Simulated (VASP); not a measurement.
Output of a VASP run:

### OSZICAR
```
       N       E                     dE             d eps       ncg     rms          rms(c)
DAV:   1     0.410591897542E+02    0.41059E+02   -0.71844E+03   600   0.945E+02
DAV:   2    -0.281578449403E+02   -0.69217E+02   -0.64336E+02   792   0.230E+02
DAV:   3    -0.305474198118E+02   -0.23896E+01   -0.23813E+01   764   0.451E+01
DAV:   4    -0.305628191362E+02   -0.15399E-01   -0.15395E-01   684   0.423E+00
DAV:   5    -0.305629970414E+02   -0.17791E-03   -0.17789E-03   740   0.391E-01    0.862E+00
DAV:   6    -0.285782411859E+02    0.19848E+01   -0.64706E+00   656   0.223E+01    0.303E+00
DAV:   7    -0.285554848451E+02    0.22756E-01   -0.13667E-01   676   0.357E+00    0.190E+00
DAV:   8    -0.285612193878E+02   -0.57345E-02   -0.36728E-02   604   0.267E+00    0.251E-01
DAV:   9    -0.285603845913E+02    0.83480E-03   -0.29735E-03   756   0.522E-01    0.663E-02
DAV:  10    -0.285607340789E+02   -0.34949E-03   -0.62159E-04   620   0.215E-01    0.420E-02
DAV:  11    -0.285607092687E+02    0.24810E-04   -0.12125E-04   744   0.102E-01    0.345E-03
DAV:  12    -0.285607086565E+02    0.61225E-06   -0.31296E-06   636   0.186E-02
   1 F= -.28560709E+02 E0= -.28560709E+02  d E =-.852051E-12
```

File OUTCAR:
```
------------------------ aborting loop because EDIFF is reached ----------------------------------------
  FORCE on cell =-STRESS in cart. coord.  units (eV):
  Direction    XX          YY          ZZ          XY          YZ          ZX
  --------------------------------------------------------------------------------------
  Total       -3.2646830     -3.2646846     -3.2782759      0.0000007     -0.0000000      0.0000000
  in kB     -184.5954818   -184.5955726   -185.3640695      0.0000392     -0.0000000      0.0000000
  external PRESSURE =    -184.8517080 kB  Pullay stress =       0.0000000 kB
  volume of cell :       28.34
      direct lattice vectors                 reciprocal lattice vectors
     2.720953000  0.000000000  0.000000000     0.367518292  0.212186811  0.000000000
    -1.360477000  2.356415000  0.000000000     0.000000000  0.424373466  0.000000000
     0.000000000  0.000000000  4.419343000     0.000000000  0.000000000  0.226277978
 POSITION                                       TOTAL-FORCE (eV/Angst)
 -----------------------------------------------------------------------------------
     -0.00000      1.57094      0.00071        -0.000000      0.000000     -0.023058
      1.36048      0.78547      2.21038         0.000000     -0.000000     -0.023058
     -0.00000      1.57094      1.66759        -0.000000      0.000000      0.023058
      1.36048      0.78547      3.87727         0.000000     -0.000000      0.023058
 -----------------------------------------------------------------------------------
    total drift:                               -0.001389      0.000802     -0.002401
  FREE ENERGIE OF THE ION-ELECTRON SYSTEM (eV)
  ---------------------------------------------------
  free  energy   TOTEN  =       -28.5607086565 eV

  energy  without entropy=      -28.5607086565  energy(sigma->0) =      -28.56070866
```
(Selected blocks of OUTCAR.)

File POSCAR:
```
BeO
1
    2.7209530000     0.0000000000     0.0000000000
   -1.3604770000     2.3564150000     0.0000000000
    0.0000000000     0.0000000000     4.4193430000
Be O
2 2
Direct
  0.3333330000   0.6666670000   0.0001600000
  0.6666670000   0.3333330000   0.5001600000
  0.3333330000   0.6666670000   0.3773400000
  0.6666670000   0.3333330000   0.8773400000
```

Reconstruct the remaining input files.

Several could match; the one computed here: the input of the run itself, PBE GGA, plane waves, VASP's PBE PAW potentials (set 64).

**INCAR**
```
ALGO=Normal
EDIFF=1E-6
ENCUT=360
GGA=PE
ISIF=2
ISMEAR=0
LASPH=.TRUE.
LCHARG=.FALSE.
LREAL=.FALSE.
LWAVE=.FALSE.
NELM=100
PREC=Accurate
SIGMA=0.01
SYSTEM=BeO
```

**KPOINTS**
```
Automatic
0
Gamma
 7 7 4
```

POTCAR, in this order: Be O (PBE.64 set). Program: vasp_std.

At this cut-off the stress carries a Pulay error, which pulls relaxed volumes low.

The structure comes from a computed database's BeO entry; how it stands against other phases isn't given here. The cell was not relaxed at this level. The run is one of a series of settings (ENCUT = 360 against the base run), some of them coarse on purpose.
